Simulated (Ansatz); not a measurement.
# Al: distorted cells

The calculation used Ansatz, DFT PBE, scalar-relativistic, plane waves, PAW.

Plane waves to 420 eV, a k mesh through Γ of 16×16×16 on the computed 1-atom cell and Gaussian smearing (0.10 eV); no spin polarisation.

Reference cell:

```xyz
1
Lattice="0.0000 2.0240 2.0240 2.0240 0.0000 2.0240 2.0240 2.0240 0.0000" Properties=species:S:1:pos:R:3 pbc="T T T"
Al    0.0000    0.0000    0.0000
```

Each variant moves atoms of this cell by the vectors given, if any (Å), and then applies a symmetric strain (tensor components, Cartesian axes). The reference cell isn't relaxed at this level. Energies are per atom at zero smearing, counted from the lowest variant. Pressure is positive in compression.

1. strain (xx yy zz yz xz xy, %) 1.90 1.90 -4.10 -1.39 1.39 -2.75
2. strain (xx yy zz yz xz xy, %) -0.35 -6.35 -0.35 0.00 0.00 0.00
3. strain (xx yy zz yz xz xy, %) 4.32 1.32 1.32 0.00 0.00 0.00

Order the variants by energy, lowest first.

1 (0.0 meV/atom), 3 (4.7 meV/atom), 2 (15.5 meV/atom).

Order them by pressure, highest first.

2 (6.51 GPa), 1 (0.61 GPa), 3 (-4.78 GPa).